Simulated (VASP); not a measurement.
# KBr (Pm-3m) in VASP: a series of runs

One crystal, KBr, is run at these levels: PBE, PBEsol; tasks: single point.

All numbers are computed with VASP 6.6.1; they aren't measurements. Logs are shortened: lines on timing, memory, paths and dates and some standing lists are left out, and cuts for length are marked.

### 1 Starting point

It takes space group Pm-3m (No. 221, cubic). Conventional cell: a = 4.043 Å, b = 4.043 Å, c = 4.043 Å, α = 90.00°, β = 90.00°, γ = 90.00°. Around Br (site symmetry m-3m) lie 8 K at 3.50 Å. K (site symmetry m-3m) has 8 Br at 3.50 Å as nearest neighbours.

Measurements of this composition are mostly on another form, of space group No. 225.

### 2 Single point, PBE

INCAR

```
  ALGO = Fast
  EDIFF = 1E-6
  ENCUT = 520
  GGA = PE
  ISIF = 2
  ISMEAR = -5
  LASPH = True
  LCHARG = False
  LREAL = False
  LWAVE = False
  NBANDS = 15
  NELM = 100
  PREC = Accurate
  SIGMA = 0.05
```

KPOINTS

```
k-points
0
Gamma
  7 7 7
```

POSCAR

```
KBr
1.0
    4.0434990000      0.0000000000      0.0000000000
    0.0000000000      4.0434990000      0.0000000000
    0.0000000000      0.0000000000      4.0434990000
Br K
1 1
Direct
    0.5000000000      0.5000000000      0.5000000000
    0.0000000000      0.0000000000      0.0000000000
```

Potentials or basis: VASP PAW PBE potentials, release 64 (Br, K_sv).

Command:

```
cat potpaw_PBE.64/Br/POTCAR potpaw_PBE.64/K_sv/POTCAR > POTCAR
mpirun -np 1 vasp_std > vasp.out
```

OUTCAR:

```text
EDIFF = 1E-6
   ENCUT = 520
   GGA = PE
   ISIF = 2
   ISMEAR = -5
   LASPH = True
   LREAL = False
   NELM = 100
   PREC = Accurate

 ion  position               nearest neighbor table
   1  0.500  0.500  0.500-
   2  0.000  0.000  0.000-

  LATTYP: Found a simple cubic cell.
 ALAT       =     4.0434990000

  Lattice vectors:

 A1 = (   4.0434990000,   0.0000000000,   0.0000000000)
 A2 = (   0.0000000000,   4.0434990000,   0.0000000000)
 A3 = (   0.0000000000,   0.0000000000,   4.0434990000)

Analysis of symmetry for initial positions (statically):
=====================================================================
 Subroutine PRICEL returns:
 Original cell was already a primitive cell.

 Routine SETGRP: Setting up the symmetry group for a
 simple cubic supercell.

 Subroutine GETGRP returns: Found 48 space group operations
 (whereof 48 operations were pure point group operations)
 out of a pool of 48 trial point group operations.

The static configuration has the point symmetry O_h .

Analysis of symmetry for dynamics (positions and initial velocities):
=====================================================================
 Subroutine PRICEL returns:
 Original cell was already a primitive cell.

 Routine SETGRP: Setting up the symmetry group for a
 simple cubic supercell.

 Subroutine GETGRP returns: Found 48 space group operations
 (whereof 48 operations were pure point group operations)
 out of a pool of 48 trial point group operations.

The dynamic configuration has the point symmetry O_h .

 Subroutine INISYM returns: Found 48 space group operations
 (whereof 48 operations are pure point group operations),
 and found     1 'primitive' translations

----------------------------------------------------------------------------------------

                                     Primitive cell

  volume of cell :      66.1107

  direct lattice vectors                    reciprocal lattice vectors
     4.043499000  0.000000000  0.000000000     0.247310559  0.000000000  0.000000000
     0.000000000  4.043499000  0.000000000     0.000000000  0.247310559  0.000000000
     0.000000000  0.000000000  4.043499000     0.000000000  0.000000000  0.247310559

  length of vectors
     4.043499000  4.043499000  4.043499000     0.247310559  0.247310559  0.247310559

  position of ions in fractional coordinates (direct lattice)
     0.500000000  0.500000000  0.500000000
     0.000000000  0.000000000  0.000000000

  ion indices of the primitive-cell ions
   primitive index   ion index
                 1           1
                 2           2

----------------------------------------------------------------------------------------

 KPOINTS: k-points

Automatic generation of k-mesh.
 Grid dimensions read from file:
 generate k-points for:    7    7    7

 Generating k-lattice:

  Cartesian coordinates                     Fractional coordinates (reciprocal lattice)
     0.035330080  0.000000000  0.000000000     0.142857143  0.000000000  0.000000000
     0.000000000  0.035330080  0.000000000     0.000000000  0.142857143  0.000000000
     0.000000000  0.000000000  0.035330080     0.000000000  0.000000000  0.142857143

  Length of vectors
     0.035330080  0.035330080  0.035330080

  Shift w.r.t. Gamma in fractional coordinates (k-lattice)
     0.000000000  0.000000000  0.000000000

 TETIRR: Found    163 inequivalent tetrahedra from     2058

 Subroutine IBZKPT returns following result:
 ===========================================

 Found     20 irreducible k-points:

 Following reciprocal coordinates:
            Coordinates               Weight
  0.000000  0.000000  0.000000      1.000000
  0.142857  0.000000  0.000000      6.000000
  0.285714  0.000000  0.000000      6.000000
  0.428571  0.000000  0.000000      6.000000
  0.142857  0.142857  0.000000     12.000000
  0.285714  0.142857  0.000000     24.000000
[... 12 lines left out ...]
  0.428571  0.428571  0.285714     24.000000
  0.428571  0.428571  0.428571      8.000000
   k-points           NKPTS =     20   k-points in BZ     NKDIM =     20   number of bands    NBANDS=     15
   number of dos      NEDOS =    301   number of ions     NIONS =      2
   total plane-waves  NPLWV =  27000
   dimension x,y,z NGX =    30 NGY =   30 NGZ =   30
   dimension x,y,z NGXF=    60 NGYF=   60 NGZF=   60
   ions per type =               1   1
   NGX,Y,Z   is equivalent  to a cutoff of  12.33, 12.33, 12.33 a.u.
   NGXF,Y,Z  is equivalent  to a cutoff of  24.67, 24.67, 24.67 a.u.
 SYSTEM =  unknown system
   PREC   = accura    normal or accurate (medium, high low for compatibility)
   ISTART =      0    job   : 0-new  1-cont  2-samecut
   ICHARG =      2    charge: 1-file 2-atom 10-const
   ISPIN  =      1    spin polarized calculation?
   LNONCOLLINEAR =      F non collinear calculations
   LSORBIT =      F    spin-orbit coupling
   LASPH  =      T    aspherical Exc in radial PAW
   ENCUT  =  520.0 eV  38.22 Ry    6.18 a.u.   7.52  7.52  7.52*2*pi/ulx,y,z
   NELM   =    100;   NELMIN=  2; NELMDL= -5     # of ELM steps
   EDIFF  = 0.1E-05   stopping-criterion for ELM
   LREAL  =      F    real-space projection
   EDIFFG = 0.1E-04   stopping-criterion for IOM
   NSW    =      0    number of steps for IOM
   IBRION =     -1    ionic relax: 0-MD 1-quasi-New 2-CG
   NFREE  =      0    steps in history (QN), initial steepest desc. (CG)
   ISIF   =      2    stress and relaxation
   ISYM   =      2    0-nonsym 1-usesym 2-fastsym
   POTIM  = 0.5000    time-step for ionic-motion
   TEBEG  =    0.0;   TEEND  =   0.0 temperature during run
   PSTRESS=    0.0 pullay stress
   NELECT =      16.0000    total number of electrons
   NUPDOWN=      -1.0000    fix difference up-down
   EMIN   =  10.00;   EMAX   =-10.00  energy-range for DOS
   EFERMI =   0.00;   METHOD = LEGACY
   ISMEAR =    -5;   SIGMA  =   0.05  broadening in eV -4-tet -1-fermi 0-gaus
   EFERMI_NEDOS =   21; number of points for ismear=-14 and -15
   IALGO  =     68    algorithm
   IMIX   =      4    mixing-type and parameters
     AMIX     =   0.40;   BMIX     =  1.00
     AMIX_MAG =   1.60;   BMIX_MAG =  1.00
  volume/ion in A,a.u.               =      33.06       223.07
  Fermi-wavevector in a.u.,A,eV,Ry     =   1.020213  1.927923 14.161412  1.040834
  Thomas-Fermi vector in A             =   2.153770
   LORBIT       =      0    0 simple, 1 ext, 2 COOP (PROOUT), +10 PAW based schemes
   GGA     = PE    functional components
   LHFCALC =     F    Hartree Fock is set to
   AEXX    =    0.0000 exact exchange contribution
   IVDW    =     0    specifies the selected vdW correction
   LEPSILON=     F    determine dielectric tensor
   LRPA    =     F    only Hartree local field effects (RPA)
 non-spin polarized calculation
 RMM-DIIS sequential band-by-band and
 Fermi weights with tetrahedron method with Bloechl corrections
  energy-cutoff  :      520.00
  volume of cell :       66.11
 maximum number of plane-waves:      1806
 NGX is ok and might be reduce to    30
   NGX = 15   NGY = 15   NGZ = 15

 number of electron      15.9999999 magnetization

 Free energy of the ion-electron system (eV)
  ---------------------------------------------------
  ext. energy  EPLUGINS =         0.00000000
  ---------------------------------------------------
  free energy    TOTEN  =        -6.07838747 eV

  energy without entropy =       -6.07838747  energy(sigma->0) =       -6.07838747

 E-fermi :  -0.7543     XC(G=0):  -7.8247

 val. band max:       -0.7857941127   @ k =   0.4286   0.4286   0.0000
 cond. band min:       3.1016329389   @ k =   0.0000   0.0000   0.0000
 fundamental gap:      3.8874270516
 Fermi energy:        -0.7542535495

 k-point     1 :       0.0000    0.0000    0.0000
  band No.  band energies     occupation
      1     -29.4314      2.00000
      2     -13.5369      2.00000
      3     -12.8559      2.00000
      4     -12.8559      2.00000
      5     -12.8559      2.00000
      6      -1.0219      2.00000
      7      -1.0219      2.00000
      8      -1.0219      2.00000
      9       3.1016      0.00000
     10       5.0932      0.00000
     11       5.0932      0.00000
     12       8.8926      0.00000
     13       8.8926      0.00000
     14       8.8926      0.00000
     15      11.5457      0.00000

 k-point     2 :       0.1429    0.0000    0.0000
  band No.  band energies     occupation
      1     -29.4295      2.00000
      2     -13.5740      2.00000
      3     -12.8523      2.00000
      4     -12.8523      2.00000
      5     -12.8152      2.00000
      6      -1.4405      2.00000
      7      -1.0166      2.00000
      8      -1.0166      2.00000
      9       3.5767      0.00000
     10       5.2485      0.00000
     11       5.5068      0.00000
     12       8.8291      0.00000
     13       8.8291      0.00000
     14       8.9768      0.00000
     15      10.8149      0.00000

 k-point     3 :       0.2857    0.0000    0.0000
  band No.  band energies     occupation
      1     -29.4253      2.00000
      2     -13.6505      2.00000
      3     -12.8442      2.00000
      4     -12.8442      2.00000
      5     -12.7283      2.00000
      6      -2.1686      2.00000
      7      -1.0048      2.00000
      8      -1.0048      2.00000
      9       4.5488      0.00000
     10       5.6926      0.00000
     11       6.4175      0.00000
     12       8.7693      0.00000
     13       8.7693      0.00000
     14       9.1876      0.00000
     15       9.4751      0.00000
[... 271 lines left out ...]
 k-point    19 :       0.4286    0.4286    0.2857
  band No.  band energies     occupation
      1     -29.4074      2.00000
      2     -13.2652      2.00000
      3     -12.9703      2.00000
      4     -12.9383      2.00000
      5     -12.9105      2.00000
      6      -2.1263      2.00000
      7      -2.1174      2.00000
      8      -1.7094      2.00000
      9       5.6478      0.00000
     10       6.7756      0.00000
     11       6.8397      0.00000
     12       7.5964      0.00000
     13       8.7077      0.00000
     14       8.7970      0.00000
     15      10.4660      0.00000

 k-point    20 :       0.4286    0.4286    0.4286
  band No.  band energies     occupation
      1     -29.4043      2.00000
      2     -13.1984      2.00000
      3     -12.9597      2.00000
      4     -12.9597      2.00000
      5     -12.9541      2.00000
      6      -2.1268      2.00000
      7      -2.1268      2.00000
      8      -2.1043      2.00000
      9       6.3518      0.00000
     10       6.6309      0.00000
     11       6.6309      0.00000
     12       8.4169      0.00000
     13       8.6126      0.00000
     14       8.6126      0.00000
     15      10.4464      0.00000

------------------------ aborting loop because EDIFF is reached ----------------------------------------

  FORCE on cell =-STRESS in cart. coord.  units (eV):
  Direction    XX          YY          ZZ          XY          YZ          ZX
  --------------------------------------------------------------------------------------
  -------------------------------------------------------------------------------------
  Total       -0.0116853     -0.0116853     -0.0116853      0.0000000      0.0000000     -0.0000000
  in kB       -0.2831914     -0.2831914     -0.2831914      0.0000000      0.0000000     -0.0000000
  external PRESSURE =      -0.2831914 kB  Pullay stress =       0.0000000 kB

 VOLUME and BASIS-vectors are now :
 -----------------------------------------------------------------------------
  energy-cutoff  :      520.00
  volume of cell :       66.11
      direct lattice vectors                 reciprocal lattice vectors
     4.043499000  0.000000000  0.000000000     0.247310559  0.000000000  0.000000000
     0.000000000  4.043499000  0.000000000     0.000000000  0.247310559  0.000000000
     0.000000000  0.000000000  4.043499000     0.000000000  0.000000000  0.247310559

 POSITION                                       TOTAL-FORCE (eV/Angst)
 -----------------------------------------------------------------------------------
      2.02175      2.02175      2.02175         0.000000      0.000000      0.000000
      0.00000      0.00000      0.00000         0.000000      0.000000      0.000000
 -----------------------------------------------------------------------------------
    total drift:                                0.000000      0.000000     -0.000000

  FREE ENERGIE OF THE ION-ELECTRON SYSTEM (eV)
  ---------------------------------------------------
  free  energy   TOTEN  =        -6.0783874670 eV

  energy  without entropy=       -6.0783874670  energy(sigma->0) =       -6.07838747
```

It took 29 s on 1 thread of AMD EPYC 7R43 (Zen 3), shared host; peak memory 0.13 GiB.

What came out:

* Free energy: -6.0784 eV
* Pressure: 0.0 GPa
* Band gap on the k mesh: 3.89 eV, indirect (least direct gap 4.12 eV)

Caveat: an odd mesh through Γ misses points on the zone boundary, where band edges often lie.

### 3 Single point, PBEsol

INCAR

```
ALGO     = Fast           # electronic algorithm
EDIFF    = 1E-6           # SCF threshold, eV
ENCUT    = 520            # plane-wave cutoff, eV
GGA      = PS             # functional
ISIF     = 2              # what is computed and relaxed
ISMEAR   = -5             # smearing method
LASPH    = True           # aspherical terms in the spheres
LCHARG   = False          # write CHGCAR
LREAL    = False          # projectors in reciprocal space
LWAVE    = False          # write WAVECAR
NBANDS   = 15             # bands
NELM     = 100            # most SCF steps
PREC     = Accurate       # precision mode
SIGMA    = 0.05           # smearing width, eV
```

KPOINTS is that of step 2.

POSCAR is that of step 2.

Potentials or basis: VASP PAW PBE potentials, release 64 (Br, K_sv).

Command:

```
cat potpaw_PBE.64/Br/POTCAR potpaw_PBE.64/K_sv/POTCAR > POTCAR
mpirun -np 1 vasp_std > vasp.out
```

OUTCAR:

```text
EDIFF = 1E-6
   ENCUT = 520
   GGA = PS
   ISIF = 2
   ISMEAR = -5
   LASPH = True
   LREAL = False
   NELM = 100
   PREC = Accurate

 ion  position               nearest neighbor table
   1  0.500  0.500  0.500-
   2  0.000  0.000  0.000-

  LATTYP: Found a simple cubic cell.
 ALAT       =     4.0434990000

  Lattice vectors:

 A1 = (   4.0434990000,   0.0000000000,   0.0000000000)
 A2 = (   0.0000000000,   4.0434990000,   0.0000000000)
 A3 = (   0.0000000000,   0.0000000000,   4.0434990000)

Analysis of symmetry for initial positions (statically):
=====================================================================
 Subroutine PRICEL returns:
 Original cell was already a primitive cell.

 Routine SETGRP: Setting up the symmetry group for a
 simple cubic supercell.

 Subroutine GETGRP returns: Found 48 space group operations
 (whereof 48 operations were pure point group operations)
 out of a pool of 48 trial point group operations.

The static configuration has the point symmetry O_h .
[... 170 lines left out ...]
      1     -29.3353      2.00000
      2     -13.6493      2.00000
      3     -12.8230      2.00000
      4     -12.8230      2.00000
      5     -12.8230      2.00000
      6      -1.1188      2.00000
      7      -1.1188      2.00000
      8      -1.1188      2.00000
      9       2.8520      0.00000
     10       4.8959      0.00000
     11       4.8959      0.00000
     12       8.8028      0.00000
     13       8.8028      0.00000
     14       8.8028      0.00000
[... 329 lines left out ...]
      2     -13.3041      2.00000
      3     -12.9305      2.00000
      4     -12.9305      2.00000
      5     -12.9278      2.00000
      6      -2.2458      2.00000
      7      -2.2458      2.00000
      8      -2.2230      2.00000
      9       6.1368      0.00000
     10       6.4108      0.00000
     11       6.4108      0.00000
     12       8.2734      0.00000
     13       8.4837      0.00000
     14       8.4837      0.00000
     15      10.4090      0.00000

------------------------ aborting loop because EDIFF is reached ----------------------------------------

  FORCE on cell =-STRESS in cart. coord.  units (eV):
  Direction    XX          YY          ZZ          XY          YZ          ZX
  --------------------------------------------------------------------------------------
  -------------------------------------------------------------------------------------
  Total       -0.5014838     -0.5014838     -0.5014838      0.0000000      0.0000000      0.0000000
  in kB      -12.1533345    -12.1533345    -12.1533345      0.0000000      0.0000000      0.0000000
  external PRESSURE =     -12.1533345 kB  Pullay stress =       0.0000000 kB

 VOLUME and BASIS-vectors are now :
 -----------------------------------------------------------------------------
  energy-cutoff  :      520.00
  volume of cell :       66.11
      direct lattice vectors                 reciprocal lattice vectors
     4.043499000  0.000000000  0.000000000     0.247310559  0.000000000  0.000000000
     0.000000000  4.043499000  0.000000000     0.000000000  0.247310559  0.000000000
     0.000000000  0.000000000  4.043499000     0.000000000  0.000000000  0.247310559

 POSITION                                       TOTAL-FORCE (eV/Angst)
 -----------------------------------------------------------------------------------
      2.02175      2.02175      2.02175         0.000000      0.000000      0.000000
      0.00000      0.00000      0.00000         0.000000      0.000000      0.000000
 -----------------------------------------------------------------------------------
    total drift:                               -0.000000      0.000000     -0.000000

  FREE ENERGIE OF THE ION-ELECTRON SYSTEM (eV)
  ---------------------------------------------------
  free  energy   TOTEN  =        -6.3438010997 eV

  energy  without entropy=       -6.3438010997  energy(sigma->0) =       -6.34380110
```

stdout:

```text
POSCAR found type information on POSCAR BrK
 POSCAR found :  2 types and       2 ions
 scaLAPACK will be used
 -----------------------------------------------------------------------------
|                                                                             |
|                                                                             |
|     You enforced a specific xc type in the INCAR file but a different       |
|     I HOPE YOU KNOW WHAT YOU ARE DOING!                                     |
|                                                                             |
 -----------------------------------------------------------------------------

 LDA part: xc-table for (Slater+PW92), standard interpolation
 POSCAR, INCAR and KPOINTS ok, starting setup
 FFT: planning ... GRIDC
 FFT: planning ... GRID_SOFT
 FFT: planning ... GRID
 WAVECAR not read
 entering main loop
```

It took 30 s on 1 thread of AMD EPYC 7R43 (Zen 3), shared host; peak memory 0.13 GiB.

What came out:

```
Free energy            : -6.3438 eV
Pressure               : -1.2 GPa
Band gap on the k mesh : 3.73 eV, indirect (least direct gap 3.97 eV)
```

Levels at points of the mesh, in eV from the valence-band top:
```tsv
k point	band 5	band 6	band 7	band 8	band 9	band 10	band 11	band 12
(0.00, 0.00, 0.00)	-11.94	-0.24	-0.24	-0.24	3.73	5.77	5.77	9.68
```

Caveat: the PAW data sets were made with another functional, which shifts forces and pressure a little; an odd mesh through Γ misses points on the zone boundary, where band edges often lie.
